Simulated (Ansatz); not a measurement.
Spinel MgAl2O4, treated with rVV10 in Ansatz (plane waves, PAW).

Settings: plane-wave cutoff 520 eV, 8×8×8 k mesh, Fermi–Dirac smearing 0.01 eV, scalar-relativistic PAW data made under PBE.

Cell (relaxed at this level):

Space group Fd-3m, origin choice 1 (No. 227); a = 8.175 Å, b = 8.175 Å, c = 8.175 Å, α = 90.00°, β = 90.00°, γ = 90.00°

| atom | site | symmetry | x | y | z |
|---|---|---|---|---|---|
| Mg | 8b | -43m | 0.5000 | 0.5000 | 0.5000 |
| Al | 16c | .-3m | 0.1250 | 0.1250 | 0.1250 |
| O | 32e | .3m | 0.3616 | 0.3616 | 0.3616 |
(The calculation used a cell of 14 atoms; values per cell refer to that cell.)

**Question.** Predict the bulk modulus B0, band gap, smallest direct gap on the k points sampled and pressure derivative B′ of the bulk modulus.

**Answer.** 
bulk modulus B0: 181 GPa
band gap: 5.03 eV
smallest direct gap on the k points sampled: 5.04 eV
pressure derivative B′ of the bulk modulus: 4.1

Measured, for comparison: band gap 7.8 eV (temperature not stated, not corrected to a static lattice; as tabulated in Neo et al. (2023), doi:10.1002/gch2.202200236); bulk modulus 195 GPa (300 K, copied from a table, unchecked, not corrected to a static lattice; as tabulated in BurnMan's mineral tables). Computed (rounded) less measured: band gap -2.77 eV, bulk modulus not scored (unchecked).

Note: the bulk modulus comes from volumes at which shape and atoms were relaxed.

The result took very roughly 6 core-minutes.

Ansatz is a first-principles code.
